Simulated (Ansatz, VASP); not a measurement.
**CaSe: VASP beside Ansatz**

INCAR

```
ALGO = Normal ; EDIFF = 1E-7
ENCUT = 520 ; GGA = PS
ISIF = 2 ; ISMEAR = 0
LASPH = T ; LCHARG = F
LREAL = F ; LWAVE = F
NBANDS = 15 ; NELM = 100
PREC = Accurate ; SIGMA = 0.05
```

File KPOINTS:

```
k-points
0
Gamma
  10 10 10
```

File POSCAR:

```
CaSe
1.0
    0.0000000000      2.9342653778      2.9049227240
    2.9342653778      0.0000000000      2.9049227240
    2.9342653778      2.9342653778      0.0000000000
Ca Se
1 1
Direct
    0.5000000000      0.5000000000      0.5000000000
    0.0000000000      0.0000000000      0.0000000000
```

Input for Ansatz:

```yaml
crystal:
  lattice:
    - [0.0, 2.9342653778, 2.904922724]
    - [2.9342653778, 0.0, 2.904922724]
    - [2.9342653778, 2.9342653778, 0.0]
  atoms:
    - { symbol: Ca, position: [0.5, 0.5, 0.5] }
    - { symbol: Se, position: [0.0, 0.0, 0.0] }
basis:
  ecutwfc: 420
  ecutrho_ratio: 4
kpoints:
  mp_grid: { grid: [10, 10, 10] }
hamiltonian:
  xc: pbesol
scf:
  occupations: { method: gaussian, width: 0.05 }
output:
  forces: true
  stress: true
  eigenvalues: true
```

Change from the starting cell: strain e3 = -0.01, atoms carried along.

Alike in both runs: task single point; functional PBEsol; k mesh 10 × 10 × 10; occupations gaussian, width 0.05 eV; no spin polarisation.

|  | VASP | Ansatz |
| --- | --- | --- |
| version | VASP 6.6.1 | Ansatz 0.2.0 |
| potentials or method | VASP PAW PBE potentials, release 64 (Ca_sv, Se) | scalar-relativistic, plane waves, PAW |
| plane-wave cutoff (eV) | 520 | 420 |
| valence electrons in the cell | 16 | 26 |

Ansatz gave:

| Property | Result |
| --- | --- |
| gap on the k mesh at the Fermi level (eV) | 1.84 |
| least direct gap on the mesh (eV) | 2.81 |
| pressure (GPa) | 0.5 |
| largest component of the traceless stress (GPa) | 0.71 |

**Question.** Which values does VASP return?

**Answer.** gap on the k mesh at the Fermi level (eV): 1.83; least direct gap on the mesh (eV): 2.80; pressure (GPa): 0.8; largest component of the traceless stress (GPa): 0.73.

The two sets of potentials don't hold the same shells in valence.

Caveats: the PAW data sets were made with another functional, which shifts forces and pressure a little (VASP). A k mesh can miss the band edges.
